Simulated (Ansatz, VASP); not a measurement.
# P: VASP beside Ansatz

Aim: how closely do two programs agree when they are given the same cell, functional and k mesh? The cell is taken from a series of runs on this material, whose earlier steps may have relaxed, scaled, displaced or heated it; both programs get it as it stands.

Method: plane waves, with VASP 6.6.1 beside it; G0W0 gap at PBE, in Ansatz 0.2.0.

**1. Starting point**

The cell holds 2 atoms: 2 P. Cell: a = 3.330 Å, b = 3.293 Å, c = 25.700 Å, α = 90.0°, β = 90.0°, γ = 120.4°. Vacuum lies along c.

**2. Ansatz: G0W0 gap, PBE**

Ansatz runs on its PAW soft_1 files.

Quasiparticle shifts depend on high empty states and on the cores, so they are the hardest test of two PAW sets.

input.yaml reads:

```yaml
crystal:
  lattice:
    - [3.3299808017, 0.0, 0.0]
    - [-1.6649904009, 2.8412295255, 0.0]
    - [0.0, 0.0, 25.7]
  atoms:
    - { symbol: P, position: [0.3330077456, 0.6660154911, 0.4759989159] }
    - { symbol: P, position: [0.6669922544, 0.3339845089, 0.5240010841] }
  periodic: [true, true, false]
kpoints:
  mp_grid: { grid: [6, 6, 1] }
hamiltonian:
  xc: pbe
  pseudopotentials: { kind: paw, azcp: { folder: soft_1 } }
scf:
  occupations: { method: fixed }
gw:
  n_empty_bands: 252
  ecut_chi: 60.0
  qp_bands: [v2, c2]
  qp_kpoints: band_edges
  screening: { model: contour_deformation }
```

Run with:

```
$ ansatz run input.yaml --threads 4 --pin off --max-ram 17510MiB --backend cpu --events-out ev --progress --plain --runs-dir out
```

Numbers of over 12 decimals in the logs are rounded to 6 here.

Output:

```text
Engine: ansatz 0.2.0, x86_64-unknown-linux-gnu
Pseudopotentials: kind: paw
Pseudopotential: P, paw, valence charge 5, recommended cutoff 420 eV (normal), soft_1/P.paw.azcp
Functional definition: PBE
  parameter kappa = 0.804
  parameter beta = 0.066725
  exchange = pbe_x(kappa = kappa, mu = beta*pi^2/3)
  correlation = pbe_c(beta = beta)
Crystal: 2 atoms, lattice volume = 243.154 Å³
Basis set: ecut = 420 eV, 4841 PW (Γ)
Bands: 9, of which v1, the nominal top of the filled ones, is band 5 counted from 1 (4 counted from 0)
Symmetry: 4 space group operations
Space group: C2/m (ITA 12), of the structure as read, at distance tolerance 6.2e-5 Å
k-points: 13 of 36
Non-local potential: P, projectors of the file, l = 0: 2, l = 1: 2, l = 2: 1
PAW form: soft (Blöchl's): semilocal exchange-correlation on the pseudo side does not see the compensation charge
PAW one-centre angular grid: P, 110 points (default); XC on 64 Gauss nodes
Initial density: superposition of atomic densities (neutral atoms: chi_scale 0, normalization atom)
Initial wavefunctions: pseudopotential atomic-orbital guess
Functional: x = pbe(κ = 0.804, μ = 0.219515), c = pbe(β = 0.066725)
SCF iter   1: F=—  HF=-1511.392327 eV  |F-HF|=—  |Δ(HF+E_count)|=         —  Δρ=1.54e-2  dr2=4.27e-1  ethr=3.10e-3  ⟨swp⟩=8.1  Hψ=1163  notcnv=0  defer=21
preconditioner: auto → none  [insulator: Δε(μ)=1.821 eV  Ē_g=10.091 eV  n_scr=12 (ndim 8)  ℏωp=7.5 eV  f_vac=0.758  ε∞_Penn≈1.6]
SCF iter   2: F=—  HF=-1511.305523 eV  |F-HF|=—  |Δ(HF+E_count)|=   8.68e-2  Δρ=7.19e-3  dr2=8.05e-2  ethr=3.10e-3  ⟨swp⟩=2.3  Hψ=264  notcnv=0  defer=23
SCF iter   3: F=—  HF=-1511.294342 eV  |F-HF|=—  |Δ(HF+E_count)|=   1.12e-2  Δρ=7.00e-4  dr2=9.88e-4  ethr=8.05e-4  ⟨swp⟩=2.8  Hψ=195  notcnv=0  defer=25
SCF iter   4: F=—  HF=-1511.293894 eV  |F-HF|=—  |Δ(HF+E_count)|=   4.48e-4  Δρ=1.72e-4  dr2=6.91e-5  ethr=9.88e-6  ⟨swp⟩=3.8  Hψ=308  notcnv=0  defer=26
SCF iter   5: F=—  HF=-1511.293882 eV  |F-HF|=—  |Δ(HF+E_count)|=   1.16e-5  Δρ=2.90e-5  dr2=2.64e-6  ethr=6.91e-7  ⟨swp⟩=2.9  Hψ=211  notcnv=0  defer=26
SCF iter   6: F=-1511.293882 eV  HF=-1511.293882 eV  |F-HF|=4.60e-8  |Δ(HF+E_count)|=   7.38e-8  Δρ=5.56e-6  dr2=4.63e-8  ethr=1.00e-9  ⟨swp⟩=15.0  Hψ=1362  notcnv=0
SCF 1 converged in 6 iterations: F = -1511.293882 eV  dr2 = 4.63e-8
  greatest PAW one-centre occupation: 0.815 electrons in one spin orbital (limit 2), on the P atom at site 1 (counted from 0), in its partial waves of l = 0
NSCF: frozen V_eff on 13 k-points
G₀W₀ screening: q 1/13
[... further progress lines ...]
NSCF: frozen V_eff on 1 k-points
SCF converged after 6 iterations
Free energy (F): -1511.293882 eV
Harris-Foulkes:  -1511.293882 eV  (|F-HF|=4.60e-8)
Internal energy: -1511.293882 eV  (E = F + TS)
E sigma→0 (E₀):  -1511.293882 eV
Fermi energy:    -6.131085 eV
--- Per-component energies (eV) ---
  E_band       = -113.436302
  E_kinetic    = 134.795677
  E_local      = -5321.459246  (includes V_loc(G=0)·N_el)
  E_nonlocal   = 65.260265
  E_hartree    = 2571.704710
  E_xc         = -144.329526
  E_vxc        = -120.033804  (∫ρ·V_xc dr)
  E_paw        = -1116.308364  (= ΣΔE_a)
  E_vpaw       = -15.412286  (= ΣTr[D̂ρ^β])
  E_aug_tail   = -0.000001  (compensation charges beyond the density's cutoff)
  E_ewald      = 2299.042601
  E_smearing   = -0.000000  (= −TS)
  E_closure    = 0.000000  (closes the sum)
  Σ components = -1511.293882   (vs F -1511.293882, Δ=0.00e0)
--- Band table (eV; the first three rows and the last of 13) ---
  k-point 0: bands = ["-20.1843", "-12.4805", "-6.4973", "-6.4616", "-6.3312", "-2.6963", "-2.4411", "-2.2348", "-0.7873"]
  k-point 1: bands = ["-19.7406", "-12.2446", "-8.7432", "-7.2498", "-6.2657", "-3.4221", "-1.4759 (-1.4759°)", "-0.6365", "-0.2498"]
  k-point 2: bands = ["-18.4593", "-13.1710", "-10.1207", "-8.2475", "-6.3889", "-4.3773", "-2.0223", "-0.9145", "1.1125"]
  k-point 12: bands = ["-17.3945", "-14.4436", "-10.2416", "-9.0927", "-6.9723", "-3.0578", "-1.9950", "-1.0919", "1.0316"]
  ° read free of the cell's end (the report's vacuum.weakly_bound_levels)
--- G₀W₀: contour deformation, 6 samples at zero and on the imaginary axis and 2 off it, 36 q-points, 252 empty bands' worth ---
  eigenvalues of the whole cell's RPA ε∞ on this k-mesh (on a slab, of 1 + 4πα/V) = 1.1369, 3.1326, 3.1437; static W/v taken at q = 0 is 0.533330
  gw.qp_kpoints: band_edges: 10 of 13 stored k-points solved, in 1 pass; an edge of the gap read off the rows below is read off those points alone
    valence top: of the k-points left out ik 6 came nearest to being solved in a further pass, in band 5 (counted from 1, as in the quasiparticle table): it holds the edge there only if its correction is more favourable than any solved in that band by at least 0.617 eV; those differ by 0.302 eV
    conduction bottom: of the k-points left out ik 6 came nearest to being solved in a further pass, in band 6 (counted from 1, as in the quasiparticle table): it holds the edge there only if its correction is more favourable than any solved in that band by at least 1.253 eV; those differ by 0.264 eV
    ik  band        ε_KS         Σx   Σc(E_QP)       V_xc       Z   E_QP_lin       E_QP  E_QP is
     0     4     -6.4616   -16.6216     1.3100   -14.9827  0.7419    -6.7927    -6.7906  root
     0     5     -6.3312   -16.5406     1.3161   -14.8832  0.7413    -6.6749    -6.6726  root
     0     6     -2.6963    -9.5952    -4.1598   -14.6530  0.7372    -1.7771    -1.7983  root
     0     7     -2.4411    -8.7262    -4.1739   -13.7445  0.7228    -1.5594    -1.5967  root
     1     4     -7.2498   -16.4954     1.5329   -14.5936  0.7342    -7.6221    -7.6188  root
     1     5     -6.2657   -14.2133     1.6499   -11.9202  0.7235    -6.9215    -6.9089  root
     1     6     -3.4221    -8.6465    -3.7912   -13.2196  0.7385    -2.6187    -2.6401  root
     1     7     -1.4759    -8.9261    -4.5135   -14.3081  0.7328    -0.5504    -0.6073  root
     2     4     -8.2475   -16.6949     1.9589   -14.3158  0.7246    -8.6747    -8.6676  root
     2     5     -6.3889   -15.4797     1.5989   -13.3503  0.7207    -6.9271    -6.9193  root
     2     6     -4.3773    -8.0045    -3.3912   -12.0588  0.7510    -3.7047    -3.7142  root
     2     7     -2.0223    -6.1470    -3.9355   -10.6971  0.7384    -1.3888    -1.4076  root
     3     4     -8.6216   -16.8044     2.1241   -14.2420  0.7141    -9.0624    -9.0598  root
     3     5     -7.4476   -15.2506     1.9099   -12.8052  0.7004    -7.9977    -7.9831  root
     3     6     -4.3474    -7.8194    -3.5966   -12.1056  0.7516    -3.6470    -3.6579  root
     3     7     -2.5618    -7.0810    -3.5148   -11.2045  0.7506    -1.9342    -1.9531  root
     4     4     -7.1132   -16.5349     1.5195   -14.6492  0.7349    -7.4827    -7.4795  root
     4     5     -6.2793   -14.2336     1.6612   -11.9286  0.7232    -6.9357    -6.9230  root
     4     6     -3.3047    -8.6321    -3.8084   -13.2245  0.7384    -2.4975    -2.5206  root
     4     7     -1.4154    -8.9253    -4.5467   -14.3381  0.7071    -0.5192    -0.5493  root
     5     4     -8.9184   -16.1583     2.0385   -13.6768  0.7282    -9.3666    -9.3613  root
     5     5     -6.1311   -15.1112     1.5918   -12.9497  0.7244    -6.7093    -6.7007  root
     5     6     -2.7527    -8.0745    -3.6635   -12.4478  0.7271    -2.0475    -2.0430  root
     5     7     -2.0054    -8.3753    -4.2251   -13.4206  0.7156    -1.1728    -1.1852  root
[...]
10     4     -8.9323   -16.1534     2.0639   -13.6454  0.7520    -9.4015    -9.3764  root
    10     5     -6.1595   -15.1282     1.6120   -12.9441  0.7240    -6.7403    -6.7316  root
    10     6     -2.6569    -7.9866    -3.6739   -12.3647  0.7218    -1.9609    -1.9527  root
    10     7     -1.9370    -8.2527    -4.2305   -13.2941  0.7112    -1.1185    -1.1261  root
    11     4     -8.4287   -16.8214     2.0884   -14.2992  0.7181    -8.8691    -8.8625  root
    11     5     -7.4883   -15.2464     1.9381   -12.7688  0.6987    -8.0418    -8.0278  root
    11     6     -4.1511    -7.8303    -3.6430   -12.1733  0.7518    -3.4398    -3.4512  root
    11     7     -2.5813    -7.0301    -3.5119   -11.1478  0.7336    -1.9745    -1.9755  root
```

[end of part 1 of 2]

[Lines on the potential files, build, host, timing and source positions are cut from VASP's logs without a mark.]

[Logs are printed without paths, hosts, clocks, repeated set-up lines and the standing remarks that a program may print on its own settings, such as how far it seeks lower states.]

[Hosts, paths, dates, database ids (printed as entryN), source tags and the programs' standing remarks are cut or masked in the printed files.]
